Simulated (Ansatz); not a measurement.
Sc: what symmetry allows forces and stress to be

```
CELL_PARAMETERS angstrom
5.67613 -0.04018 0.04994
-0.04018 5.67613 -0.04994
0.03164 -0.03164 3.54424
ATOMIC_POSITIONS crystal
Sc 0.49651 0.49651 0.00000
Sc 0.00349 0.00349 0.00000
Sc 0.47256 0.02744 0.53203
Sc 0.02744 0.47256 0.46797
```

Theory: DFT PBE, scalar-relativistic, plane waves, PAW (Ansatz 0.2.0).

Plane waves to 420 eV, a k mesh through Γ of 8×8×10 on the computed 4-atom cell and Gaussian smearing (0.10 eV); no spin polarisation.

This distorted cell has space group C2/m, with 4 operations.

**Question.** Without a calculation: in which directions can each atom feel a force?

**Answer.** A force must be left unchanged by every operation that keeps its atom in place, so it lies in the space that those operations leave fixed. Atoms that the group maps onto each other feel forces of one size.
```json
{"atom": "Sc1", "site symmetry": "2", "operations at the site": "2", "equivalent to atom": "1", "allowed force (Cartesian)": "along (0.71, 0.71, 0.00)"}
{"atom": "Sc2", "site symmetry": "2", "operations at the site": "2", "equivalent to atom": "1", "allowed force (Cartesian)": "along (0.71, 0.71, 0.00)"}
{"atom": "Sc3", "site symmetry": "m", "operations at the site": "2", "equivalent to atom": "3", "allowed force (Cartesian)": "in the plane normal to (0.71, 0.71, 0.00)"}
{"atom": "Sc4", "site symmetry": "m", "operations at the site": "2", "equivalent to atom": "3", "allowed force (Cartesian)": "in the plane normal to (0.71, 0.71, 0.00)"}
```

That leaves 3 independent force components of 12. A relaxation in this cell that keeps the symmetry moves the atoms in these directions alone.

**Question.** And the stress tensor?

**Answer.** It must be invariant under the point group, which leaves 4 independent components: xx = yy. Further linear relations between components hold in this frame.

**Question.** Do the computed values obey this?

**Answer.** Yes. Forces (eV/Å):
```
Sc1  0.419  0.419  0.000
Sc2 -0.419 -0.419  0.000
Sc3  0.204 -0.204 -0.309
Sc4 -0.204  0.204  0.309
```

Stress (GPa, compression positive, xx yy zz yz xz xy): -5.42 -5.42 -4.74 0.84 -0.84 0.27. The program imposes the same operations on density, forces and stress, so this confirms the analysis and is no independent test of the calculation.

This form isn't the element's structure at ambient conditions.